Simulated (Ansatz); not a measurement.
**BaTe (P6_3/mmc) at 3 levels of theory**

One geometry, relaxed with PBE; plane waves with PAW potentials in Ansatz, scalar-relativistic unless the row names spin-orbit coupling. No spin polarisation but for the spin–orbit row. Gaps are the least over mesh and band path; pressure is positive in compression.

```
Ba Te
1.0
     4.89785    0.00000    0.00000
    -2.44892    4.24166    0.00000
     0.00000    0.00000    8.58992
Ba Te
2 2
Cartesian
  0.0000 0.0000 0.0000
  0.0000 0.0000 4.2950
  0.0000 2.8278 6.4424
  2.4489 1.4139 2.1475
```

```json
{"level": "PBE", "cutoff (eV)": "420", "k mesh": "6×6×4", "gap (eV)": "1.75", "pressure (GPa)": "0.0"}
{"level": "r2SCAN", "cutoff (eV)": "500", "k mesh": "6×6×4", "gap (eV)": "2.12", "pressure (GPa)": "-0.1"}
{"level": "PBE with spin-orbit coupling", "cutoff (eV)": "420", "k mesh": "6×6×4", "gap (eV)": "1.48", "pressure (GPa)": "0.0"}
```

Spin-orbit coupling matters for the bands of heavy elements and enters only rows that name it.

The structure comes from a generated guess; another structure or a mixture of phases may lie lower.
